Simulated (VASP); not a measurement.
# Gd (Im-3m) in VASP: settings compared, part 3 of 10

VASP 6.6.1. Earlier steps stand in the parts before.

## 4. Equation of state, PBE, collinear spin, ferromagnetic start, 32.22 Å³/atom

INCAR

```
SYSTEM = Gd
ADDGRID = .False. ; ALGO = Normal
EDIFF = 1E-8 ; ENCUT = 900
GGA = PE ; ISIF = 2
ISMEAR = 0 ; ISPIN = 2
LASPH = .True. ; LCHARG = .False.
LMAXMIX = 6 ; LORBIT = 11
LREAL = .False. ; LWAVE = .False.
MAGMOM = 7 ; NELM = 100
PREC = Accurate ; SIGMA = 0.05
```

KPOINTS

```
k-points
0
Gamma
  11 11 11
  0 0 0
```

POSCAR

```
Gd
1.0
   -2.0045440560      2.0045440560      2.0045440560
    2.0045440560     -2.0045440560      2.0045440560
    2.0045440560      2.0045440560     -2.0045440560
Gd
1
Direct
    0.0000000000      0.0000000000      0.0000000000
```

Potentials or basis: VASP PAW PBE potentials, release 64 (Gd).

Run with:

```console
cat potpaw_PBE.64/Gd/POTCAR > POTCAR
mpirun -np 1 vasp_std > vasp.out
```

OUTCAR:

```text
SYSTEM = Gd
   EDIFF = 1E-8
   ENCUT = 900
   GGA = PE
   ISIF = 2
   ISMEAR = 0
   ISPIN = 2
   LASPH = .True.
   LORBIT = 11
   LREAL = .False.
   NELM = 100
   PREC = Accurate

 ion  position               nearest neighbor table
   1  0.000  0.000  0.000-

  LATTYP: Found a body centered cubic cell.
 ALAT       =     4.0090881120

  Lattice vectors:

 A1 = (  -2.0045440560,   2.0045440560,   2.0045440560)
 A2 = (   2.0045440560,  -2.0045440560,   2.0045440560)
 A3 = (   2.0045440560,   2.0045440560,  -2.0045440560)

Analysis of symmetry for initial positions (statically):
=====================================================================
 Subroutine PRICEL returns:
 Original cell was already a primitive cell.

 Routine SETGRP: Setting up the symmetry group for a
 body centered cubic supercell.

 Subroutine GETGRP returns: Found 48 space group operations
 (whereof 48 operations were pure point group operations)
 out of a pool of 48 trial point group operations.

The static configuration has the point symmetry O_h .

Analysis of symmetry for dynamics (positions and initial velocities):
=====================================================================
 Subroutine PRICEL returns:
 Original cell was already a primitive cell.

 Routine SETGRP: Setting up the symmetry group for a
 body centered cubic supercell.

 Subroutine GETGRP returns: Found 48 space group operations
 (whereof 48 operations were pure point group operations)
 out of a pool of 48 trial point group operations.

The dynamic configuration has the point symmetry O_h .

Analysis of structural, dynamic, and magnetic symmetry:
=====================================================================
 Subroutine PRICEL returns:
 Original cell was already a primitive cell.

 Routine SETGRP: Setting up the symmetry group for a
 body centered cubic supercell.

 Subroutine GETGRP returns: Found 48 space group operations
 (whereof 48 operations were pure point group operations)
 out of a pool of 48 trial point group operations.

The overall configuration has the point symmetry O_h .

 Subroutine INISYM returns: Found 48 space group operations
 (whereof 48 operations are pure point group operations),
 and found     1 'primitive' translations

----------------------------------------------------------------------------------------

                                     Primitive cell

  volume of cell :      32.2186

  direct lattice vectors                    reciprocal lattice vectors
    -2.004544056  2.004544056  2.004544056     0.000000000  0.249433281  0.249433281
     2.004544056 -2.004544056  2.004544056     0.249433281  0.000000000  0.249433281
     2.004544056  2.004544056 -2.004544056     0.249433281  0.249433281  0.000000000

  length of vectors
     3.471972151  3.471972151  3.471972151     0.352751928  0.352751928  0.352751928

  position of ions in fractional coordinates (direct lattice)
     0.000000000  0.000000000  0.000000000

  ion indices of the primitive-cell ions
   primitive index   ion index
                 1           1

[... 55 lines left out ...]
   total plane-waves  NPLWV =  46656
   dimension x,y,z NGX =    36 NGY =   36 NGZ =   36
   dimension x,y,z NGXF=    72 NGYF=   72 NGZF=   72
   ions per type =               1
   NGX,Y,Z   is equivalent  to a cutoff of  17.24, 17.24, 17.24 a.u.
   NGXF,Y,Z  is equivalent  to a cutoff of  34.48, 34.48, 34.48 a.u.
 SYSTEM =  Gd
   PREC   = accura    normal or accurate (medium, high low for compatibility)
   ISTART =      0    job   : 0-new  1-cont  2-samecut
   ICHARG =      2    charge: 1-file 2-atom 10-const
   ISPIN  =      2    spin polarized calculation?
   LNONCOLLINEAR =      F non collinear calculations
   LSORBIT =      F    spin-orbit coupling
   LASPH  =      T    aspherical Exc in radial PAW
   ENCUT  =  900.0 eV  66.15 Ry    8.13 a.u.   8.49  8.49  8.49*2*pi/ulx,y,z
   NELM   =    100;   NELMIN=  2; NELMDL= -5     # of ELM steps
   EDIFF  = 0.1E-07   stopping-criterion for ELM
   LREAL  =      F    real-space projection
   EDIFFG = 0.1E-06   stopping-criterion for IOM
   NSW    =      0    number of steps for IOM
   IBRION =     -1    ionic relax: 0-MD 1-quasi-New 2-CG
   NFREE  =      0    steps in history (QN), initial steepest desc. (CG)
   ISIF   =      2    stress and relaxation
   ISYM   =      2    0-nonsym 1-usesym 2-fastsym
   POTIM  = 0.5000    time-step for ionic-motion
   TEBEG  =    0.0;   TEEND  =   0.0 temperature during run
   PSTRESS=    0.0 pullay stress
   NELECT =      18.0000    total number of electrons
   NUPDOWN=      -1.0000    fix difference up-down
   EMIN   =  10.00;   EMAX   =-10.00  energy-range for DOS
   EFERMI =   0.00;   METHOD = LEGACY
   ISMEAR =     0;   SIGMA  =   0.05  broadening in eV -4-tet -1-fermi 0-gaus
   EFERMI_NEDOS =   21; number of points for ismear=-14 and -15
   IALGO  =     38    algorithm
   IMIX   =      4    mixing-type and parameters
     AMIX     =   0.40;   BMIX     =  1.00
     AMIX_MAG =   1.60;   BMIX_MAG =  1.00
  volume/ion in A,a.u.               =      32.22       217.42
  Fermi-wavevector in a.u.,A,eV,Ry     =   1.348332  2.547977 24.735368  1.817998
  Thomas-Fermi vector in A             =   2.476009
   LORBIT       =     11    0 simple, 1 ext, 2 COOP (PROOUT), +10 PAW based schemes
   GGA     = PE    functional components
   LHFCALC =     F    Hartree Fock is set to
   AEXX    =    0.0000 exact exchange contribution
   IVDW    =     0    specifies the selected vdW correction
   LEPSILON=     F    determine dielectric tensor
   LRPA    =     F    only Hartree local field effects (RPA)
 spin polarized calculation
 Gauss-broadening in eV      SIGMA  =   0.05
  energy-cutoff  :      900.00
  volume of cell :       32.22
 maximum number of plane-waves:      1991
 NGX is ok and might be reduce to    36
   NGX = 17   NGY = 17   NGZ = 17

 number of electron      18.0000002 magnetization       7.6652634

 Free energy of the ion-electron system (eV)
  ---------------------------------------------------
  ext. energy  EPLUGINS =         0.00000000
  ---------------------------------------------------
  free energy    TOTEN  =       -11.61488365 eV

  energy without entropy =      -11.61227898  energy(sigma->0) =      -11.61358131

 E-fermi :   3.1170     XC(G=0): -10.0937

 val. band max:        3.1071037718   @ k =  -0.2727   0.3636   0.0909
 cond. band min:       3.1350094581   @ k =   0.1818   0.1818   0.0000
 fundamental gap:      0.0279056864
 Fermi energy:         3.1170342985

 spin component 1

 k-point     1 :       0.0000    0.0000    0.0000
  band No.  band energies     occupation
      1     -42.1911      1.00000
      2     -19.1799      1.00000
      3     -19.1799      1.00000
      4     -19.1799      1.00000
      5      -2.0290      1.00000
      6      -1.8385      1.00000
[... 459 lines left out ...]
      6      -1.7920      1.00000
[... 9 lines left out ...]
     16       7.4643      0.00000
     17       9.7533      0.00000

 [... further k-points ...]

 spin component 2

 k-point     1 :       0.0000    0.0000    0.0000
  band No.  band energies     occupation
      1     -38.9352      1.00000
      2     -16.7629      1.00000
      3     -16.7629      1.00000
      4     -16.7629      1.00000
      5      -1.0971      1.00000
      6       3.4780      0.00000
[... 459 lines left out ...]
      6       3.4249      0.00000
[... 9 lines left out ...]
     16       8.7478      0.00000
     17      11.2263      0.00000

 [... further k-points ...]

------------------------ aborting loop because EDIFF is reached ----------------------------------------

  FORCE on cell =-STRESS in cart. coord.  units (eV):
  Direction    XX          YY          ZZ          XY          YZ          ZX
  --------------------------------------------------------------------------------------
  -------------------------------------------------------------------------------------
  Total        0.2402860      0.2402860      0.2402860     -0.0000000      0.0000000     -0.0000000
  in kB       11.9490180     11.9490180     11.9490180     -0.0000000      0.0000000     -0.0000000
  external PRESSURE =      11.9490180 kB  Pullay stress =       0.0000000 kB

 VOLUME and BASIS-vectors are now :
 -----------------------------------------------------------------------------
  energy-cutoff  :      900.00
  volume of cell :       32.22
      direct lattice vectors                 reciprocal lattice vectors
    -2.004544056  2.004544056  2.004544056     0.000000000  0.249433281  0.249433281
     2.004544056 -2.004544056  2.004544056     0.249433281  0.000000000  0.249433281
     2.004544056  2.004544056 -2.004544056     0.249433281  0.249433281  0.000000000

 POSITION                                       TOTAL-FORCE (eV/Angst)
 -----------------------------------------------------------------------------------
      0.00000      0.00000      0.00000        -0.000000      0.000000     -0.000000
 -----------------------------------------------------------------------------------
    total drift:                               -0.000000      0.000000      0.000000

  FREE ENERGIE OF THE ION-ELECTRON SYSTEM (eV)
  ---------------------------------------------------
  free  energy   TOTEN  =       -11.6148836473 eV

  energy  without entropy=      -11.6122789782  energy(sigma->0) =      -11.61358131

 total charge

# of ion       s       p       d       f       tot
--------------------------------------------------
    1        2.074   5.562   0.603   6.971  15.210

 magnetization (x)

# of ion       s       p       d       f       tot
--------------------------------------------------
    1        0.002  -0.053   0.247   6.829   7.024
```

stdout:

```text
POSCAR found type information on POSCAR Gd
 POSCAR found :  1 types and       1 ions
 scaLAPACK will be used
 LDA part: xc-table for (Slater+PW92), standard interpolation
 POSCAR, INCAR and KPOINTS ok, starting setup
 FFT: planning ... GRIDC
 FFT: planning ... GRID_SOFT
 FFT: planning ... GRID
 WAVECAR not read
 entering main loop
```

Wall time 2.7 min (1 thread of Intel Xeon Platinum 8559C (Emerald Rapids), shared host); peak memory 0.34 GiB.

Results:

```yaml
Free_energy: -11.6149 eV
Pressure: 1.2 GPa
Band_gap_on_the_k_mesh: none (metal or under the smearing width)
Net_moment: 7.67 μB per cell
Site_moments: Gd +7.02 μB
Valence_electrons_inside_the_program's_atomic_spheres: Gd 15.21
```

Caveat: spin-orbit coupling is left out, which moves the levels of the heavy elements.

## 5. Equation of state, PBE, collinear spin, ferromagnetic start, 34.21 Å³/atom

INCAR is that of step 4.

KPOINTS is that of step 4.

POSCAR

```
Gd
1.0
   -2.0450508090      2.0450508090      2.0450508090
    2.0450508090     -2.0450508090      2.0450508090
    2.0450508090      2.0450508090     -2.0450508090
Gd
1
Direct
    0.0000000000      0.0000000000      0.0000000000
```

Run with:

```console
cat potpaw_PBE.64/Gd/POTCAR > POTCAR
mpirun -np 1 vasp_std > vasp.out
```

Wall time 3.1 min (1 thread of Intel Xeon Platinum 8559C (Emerald Rapids), shared host); peak memory 0.35 GiB.

Results (log left out):

```
Free energy                                           : -11.6168 eV
Pressure                                              : -0.9 GPa
Band gap on the k mesh                                : none (metal or under the smearing width)
Net moment                                            : 7.67 μB per cell
Site moments                                          : Gd +7.01 μB
Valence electrons inside the program's atomic spheres : Gd 15.18
```

Caveat: spin-orbit coupling is left out, which moves the levels of the heavy elements.

## 6. Equation of state, PBE, collinear spin, ferromagnetic start, 32.22 Å³/atom

INCAR

```
SYSTEM = Gd
ADDGRID = .False. ; ALGO = Normal
EDIFF = 1E-6 ; ENCUT = 250
GGA = PE ; ISIF = 2
ISMEAR = 0 ; ISPIN = 2
LASPH = .True. ; LCHARG = .False.
LMAXMIX = 6 ; LORBIT = 11
LREAL = .False. ; LWAVE = .False.
MAGMOM = 7 ; NELM = 100
PREC = Accurate ; SIGMA = 0.2
```

KPOINTS

```
k-points
0
Gamma
  2 2 2
  0 0 0
```

POSCAR

```
Gd
1.0
   -2.0045440560      2.0045440560      2.0045440560
    2.0045440560     -2.0045440560      2.0045440560
    2.0045440560      2.0045440560     -2.0045440560
Gd
1
Direct
    0.0000000000      0.0000000000      0.0000000000
```

Potentials or basis: VASP PAW PBE potentials, release 64 (Gd).

Run with:

```console
cat potpaw_PBE.64/Gd/POTCAR > POTCAR
mpirun -np 1 vasp_std > vasp.out
```

It used 6.3 s of CPU time on 1 thread of Intel(R) Xeon(R) Platinum 8559C (Emerald Rapids) (shared host), which was overloaded at the time.

The run converged, but a check on its numbers failed (symmetry, net force, bounds or a known fault of this set-up), so they aren't taken as properties of the crystal.

Caveat: the k mesh is coarse (spacing up to 1.11 Å⁻¹), so the values aren't converged; the cutoff lies under the usual one of these potentials, so the numbers hold a large basis-set error; spin-orbit coupling is left out, which moves the levels of the heavy elements.

## 7. Equation of state, PBE, collinear spin, ferromagnetic start, 34.21 Å³/atom

INCAR is that of step 6.

KPOINTS is that of step 6.

POSCAR

```
Gd
1.0
   -2.0450508090      2.0450508090      2.0450508090
    2.0450508090     -2.0450508090      2.0450508090
    2.0450508090      2.0450508090     -2.0450508090
Gd
1
Direct
    0.0000000000      0.0000000000      0.0000000000
```

Run with:

```console
cat potpaw_PBE.64/Gd/POTCAR > POTCAR
mpirun -np 1 vasp_std > vasp.out
```

Run time: 12 s. Hardware: 1 thread of Intel Xeon Platinum 8559C (Emerald Rapids), shared host; peak memory 0.12 GiB.

The run converged, but a check on its numbers failed (symmetry, net force, bounds or a known fault of this set-up), so they aren't taken as properties of the crystal.

Caveat: the k mesh is coarse (spacing up to 1.09 Å⁻¹), so the values aren't converged; the cutoff lies under the usual one of these potentials, so the numbers hold a large basis-set error; spin-orbit coupling is left out, which moves the levels of the heavy elements.

## 8. Equation of state, PBE, collinear spin, ferromagnetic start, 32.22 Å³/atom

Edit INCAR of step 7 so:

```diff
@@ -2,3 +2,3 @@
 ADDGRID = .False. ; ALGO = Normal
-EDIFF = 1E-6 ; ENCUT = 250
+EDIFF = 1E-6 ; ENCUT = 300
 GGA = PE ; ISIF = 2
```

KPOINTS is that of step 7.

POSCAR

```
Gd
1.0
   -2.0045440560      2.0045440560      2.0045440560
    2.0045440560     -2.0045440560      2.0045440560
    2.0045440560      2.0045440560     -2.0045440560
Gd
1
Direct
    0.0000000000      0.0000000000      0.0000000000
```

Run with:

```console
cat potpaw_PBE.64/Gd/POTCAR > POTCAR
mpirun -np 1 vasp_std > vasp.out
```

Wall time 13 s (1 thread of Intel Xeon Platinum 8559C (Emerald Rapids), shared host); peak memory 0.13 GiB.

The run converged, but a check on its numbers failed (symmetry, net force, bounds or a known fault of this set-up), so they aren't taken as properties of the crystal.

Caveat: the k mesh is coarse (spacing up to 1.11 Å⁻¹), so the values aren't converged; the cutoff lies under the usual one of these potentials, so the numbers hold a large basis-set error; spin-orbit coupling is left out, which moves the levels of the heavy elements.

## 9. Equation of state, PBE, collinear spin, ferromagnetic start, 34.21 Å³/atom

INCAR is that of step 8.

KPOINTS is that of step 8.

POSCAR

```
Gd
1.0
   -2.0450508090      2.0450508090      2.0450508090
    2.0450508090     -2.0450508090      2.0450508090
    2.0450508090      2.0450508090     -2.0450508090
Gd
1
Direct
    0.0000000000      0.0000000000      0.0000000000
```

Potentials or basis: VASP PAW PBE potentials, release 64 (Gd).

Run with:

```console
cat potpaw_PBE.64/Gd/POTCAR > POTCAR
mpirun -np 1 vasp_std > vasp.out
```

It took 17 s on 1 thread of Intel Xeon Platinum 8559C (Emerald Rapids), shared host; peak memory 0.13 GiB.

The run converged, but a check on its numbers failed (symmetry, net force, bounds or a known fault of this set-up), so they aren't taken as properties of the crystal.

Caveat: the k mesh is coarse (spacing up to 1.09 Å⁻¹), so the values aren't converged; the cutoff lies under the usual one of these potentials, so the numbers hold a large basis-set error; spin-orbit coupling is left out, which moves the levels of the heavy elements.

## 10. Equation of state, PBE, collinear spin, ferromagnetic start, 32.22 Å³/atom

Edit INCAR of step 9 so:

```diff
@@ -2,3 +2,3 @@
 ADDGRID = .False. ; ALGO = Normal
-EDIFF = 1E-6 ; ENCUT = 300
+EDIFF = 1E-6 ; ENCUT = 400
 GGA = PE ; ISIF = 2
```

KPOINTS is that of step 9.

POSCAR

```
Gd
1.0
   -2.0045440560      2.0045440560      2.0045440560
    2.0045440560     -2.0045440560      2.0045440560
    2.0045440560      2.0045440560     -2.0045440560
Gd
1
Direct
    0.0000000000      0.0000000000      0.0000000000
```

Run with:

```console
cat potpaw_PBE.64/Gd/POTCAR > POTCAR
mpirun -np 1 vasp_std > vasp.out
```

Run time: 14 s. Hardware: 1 thread of Intel Xeon Platinum 8559C (Emerald Rapids), shared host; peak memory 0.14 GiB.

These settings aren't checked as converged: the numbers below hold their error.

Results:

| Quantity | Value |
| --- | --- |
| Free energy | -13.0028 eV |
| Pressure | -17.8 GPa |
| Band gap on the k mesh | none (metal or under the smearing width) |
| Net moment | 7.71 μB per cell |
| Site moments | Gd +7.14 μB |
| Valence electrons inside the program's atomic spheres | Gd 15.23 |

Caveat: the k mesh is coarse (spacing up to 1.11 Å⁻¹), so the values aren't converged; the cutoff is under 1.25 times the usual one of these potentials, so pressure, stress and relaxed cells hold a basis-set (Pulay) error; spin-orbit coupling is left out, which moves the levels of the heavy elements.

## 11. Equation of state, PBE, collinear spin, ferromagnetic start, 34.21 Å³/atom

INCAR is that of step 10.

KPOINTS is that of step 10.

POSCAR

```
Gd
1.0
   -2.0450508090      2.0450508090      2.0450508090
    2.0450508090     -2.0450508090      2.0450508090
    2.0450508090      2.0450508090     -2.0450508090
Gd
1
Direct
    0.0000000000      0.0000000000      0.0000000000
```

Run with:

```console
cat potpaw_PBE.64/Gd/POTCAR > POTCAR
mpirun -np 1 vasp_std > vasp.out
```

Run time: 15 s. Hardware: 1 thread of Intel Xeon Platinum 8559C (Emerald Rapids), shared host; peak memory 0.14 GiB.

The run converged, but some of its settings lie outside the range that counts as converged, so its numbers aren't taken as properties of the crystal.

What came out:

| Quantity | Value |
| --- | --- |
| Free energy | -12.7937 eV |
| Pressure | -17.0 GPa |
| Band gap on the k mesh | none (metal or under the smearing width) |
| Net moment | 7.68 μB per cell |
| Site moments | Gd +7.11 μB |
| Valence electrons inside the program's atomic spheres | Gd 15.21 |

Caveat: the k mesh is coarse (spacing up to 1.09 Å⁻¹), so the values aren't converged; the cutoff is under 1.25 times the usual one of these potentials, so pressure, stress and relaxed cells hold a basis-set (Pulay) error; spin-orbit coupling is left out, which moves the levels of the heavy elements.

(Continued in part 4 of 10.)
